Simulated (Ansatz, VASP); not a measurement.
## Two plane-wave programs on Mg

The input INCAR:

```
PREC = Accurate
ENCUT = 600
EDIFF = 1E-7
ISMEAR = 0
SIGMA = 0.1
LREAL = False
LASPH = True
NELM = 100
ALGO = Normal
ISIF = 3
LWAVE = False
LCHARG = False
GGA = PE
IBRION = 2
NSW = 100
EDIFFG = -0.005
```

The input KPOINTS:

```
regular mesh
0
Gamma
  18 18 8
```

POSCAR

```
Mg
1.0
    3.1720232900      0.0000000000      0.0000000000
   -1.5860116400      2.7470527500      0.0000000000
    0.0000000000      0.0000000000      5.1412049000
Mg
2
Direct
    0.3333333300      0.6666666700      0.2500000000
    0.6666666700      0.3333333300      0.7500000000
```

Input for Ansatz:

```yaml
crystal:
  lattice:
    - [3.17202329, 0.0, 0.0]
    - [-1.58601164, 2.74705275, 0.0]
    - [0.0, 0.0, 5.1412049]
  atoms:
    - { symbol: Mg, position: [0.33333333, 0.66666667, 0.25] }
    - { symbol: Mg, position: [0.66666667, 0.33333333, 0.75] }
basis:
  ecutwfc: 420
kpoints:
  mp_grid: { grid: [18, 18, 8] }
hamiltonian:
  xc: pbe
scf:
  occupations: { method: gaussian, width: 0.1 }
output:
  forces: true
  stress: true
  eigenvalues: true
  write_density: true
  write_potential: true
  elf: true
  volumetric_format: npy
relax:
  adjacent_minimum: "off"
  f_tol: 0.005
  max_steps: 80
  cell: { stress_tol: 0.05 }
```

Alike in both runs: task relaxation of cell and atoms; functional PBE; k mesh 18 × 18 × 8; occupations gaussian, width 0.1 eV; no spin polarisation.

|  | VASP | Ansatz |
| --- | --- | --- |
| version | VASP 6.6.1 | Ansatz 0.2.0 |
| potentials or method | VASP PAW PBE potentials, release 64 (Mg) | scalar-relativistic, plane waves, PAW |
| plane-wave cutoff (eV) | 600 | 420 |
| valence electrons in the cell | 4 | 20 |

Ansatz gave:

* gap on the k mesh at the Fermi level, each at its own relaxed structure (eV): none
* relaxed volume (Å³/atom): 22.94
* relaxed cell length with the largest relative difference (Å): 3.209
* energy change over the relaxation (meV/atom): -2

Problem. What did VASP give for the same quantities?

Solution. gap on the k mesh at the Fermi level, each at its own relaxed structure (eV): none; relaxed volume (Å³/atom): 22.85; relaxed cell length with the largest relative difference (Å): 3.204; energy change over the relaxation (meV/atom): -1.

A gap of «none» marks a metal or a gap that the smearing closes. The two sets of potentials don't hold the same shells in valence.
